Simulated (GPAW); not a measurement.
Runs of GPAW 26.7.0 on MnS. The structure is cubic, space group Fm-3m (No. 225). The conventional cell has a = 5.209 Å, b = 5.209 Å, c = 5.209 Å, α = 90.00°, β = 90.00°, γ = 90.00°. Mn (site symmetry m-3m) has 6 S at 2.60 Å as nearest neighbours. Around S (site symmetry m-3m) lie 6 Mn at 2.60 Å. 

| task | level | potentials or basis | cell | k mesh | cutoff (eV) | smearing | maxiter | optimizer | fmax | max steps | convergence | gap on the mesh (eV) | pressure (GPa) | moment (μB) | relaxed volume (Å³/atom) |
| --- | --- | --- | --- | --- | --- | --- | --- | --- | --- | --- | --- | --- | --- | --- | --- |
| relaxation of cell and atoms | PBE+D4 | GPAW PAW data sets (gpaw-data 1.2.1), pw | relaxed | 9 × 9 × 9 | 600 | fermi-dirac 0.05 eV | 150 | BFGS | 0.01 eV/Å | 40 | density=1e-05 forces=0.0001 | none | 0.0 | 4.06 | 15.17 |
| single point | PBEsol | PAW data sets generated in the run's folder for this functional, pw | as given | 9 × 9 × 9 | 600 | gaussian 0.1 eV | 150 | - | - | - | - | none | (b) | 4.66 | - |
| relaxation of cell and atoms | RPBE+D3(BJ) | the program's PAW data sets (release 1.2.1) made for this functional, pw | relaxed | 9 × 9 × 9 | 600 | fermi-dirac 0.05 eV | 150 | BFGS | 0.05 eV/Å | 40 | density=1e-05 forces=0.0001 | none | 0.3 | 3.75 | 13.54 |
| single point | LDA | the program's PAW data sets (release 1.2.1) made for this functional, pw | as given | 7 × 7 × 7 | 450 | fermi-dirac 0.05 eV | 120 | - | - | - | default | none | -11.6 | 4.56 | - |
| relaxation of cell and atoms | RPBE+D4 | the program's PAW data sets (release 1.2.1) made for this functional, pw | relaxed | 9 × 9 × 9 | 600 | fermi-dirac 0.05 eV | 150 | BFGS | 0.02 eV/Å | 100 | density=1e-05 forces=0.0001 | none | -0.1 | 4.16 | 15.16 |
| single point | PBE | GPAW PAW data sets (gpaw-data 1.2.1), pw | as given | 9 × 9 × 9 | 600 | gaussian 0.028 eV | 150 | - | - | - | - | none | -2.9 | 4.70 | - |
| single point | PBE | GPAW PAW data sets (gpaw-data 1.2.1), pw | as given | 9 × 9 × 9 | 600 | gaussian 0.02 eV | 150 | - | - | - | - | none | -2.9 | 4.71 | - |
| band structure | LDA | PAW data sets generated in the run's folder for this functional, pw | as given | 7 × 7 × 7 | 600 | fermi-dirac 0.05 eV | 150 | - | - | - | - | - | -11.4 | 4.56 | - |
| single point | PBE | GPAW PAW data sets (gpaw-data 1.2.1), pw | as given | 9 × 9 × 9 | 600 | gaussian 0.024 eV | 150 | - | - | - | - | none | -2.9 | 4.70 | - |
| single point | PBE | GPAW PAW data sets (gpaw-data 1.2.1), pw | as given | 9 × 9 × 9 | 600 | gaussian 0.022 eV | 150 | - | - | - | - | none | -2.9 | 4.71 | - |
| single point | PBE | GPAW PAW data sets (gpaw-data 1.2.1), pw | as given | 9 × 9 × 9 | 600 | gaussian 0.021 eV | 150 | - | - | - | - | none | -2.9 | 4.71 | - |
| relaxation of cell and atoms | BLYP+D4 | PAW data sets generated in the run's folder for this functional, pw | relaxed | 9 × 9 × 9 | 600 | fermi-dirac 0.05 eV | 150 | LBFGS | 0.02 eV/Å | 60 | density=1e-05 forces=0.0001 | none | -0.1 | 3.98 | (a) |

Alike in all rows: spin collinear, ferromagnetic start.

Problem. Estimate the missing entries.

Solution. (a) 15.32; (b) -7.2.

Caveats: a cell with one magnetic atom can't hold antiferromagnetic order, which such compounds often take; semilocal functionals often make such compounds metallic where correlation or magnetic order opens a gap, which also shifts bond lengths; each step starts from the last one's moments, so a moment once lost doesn't come back (some runs); later steps reuse the first step's grids (some runs); pairwise dispersion overbinds metals, which lowers pressure and volume (some runs); the volume moved by -14 % from the deposited cell, more than functionals usually miss (some runs); the volume moved by over 15 % at a fixed basis, so the end points are rough (some runs).

A k mesh can miss the band edges.

A gap of «none» marks a metal or a gap under the smearing width.

Not every run made on this cell is shown here.
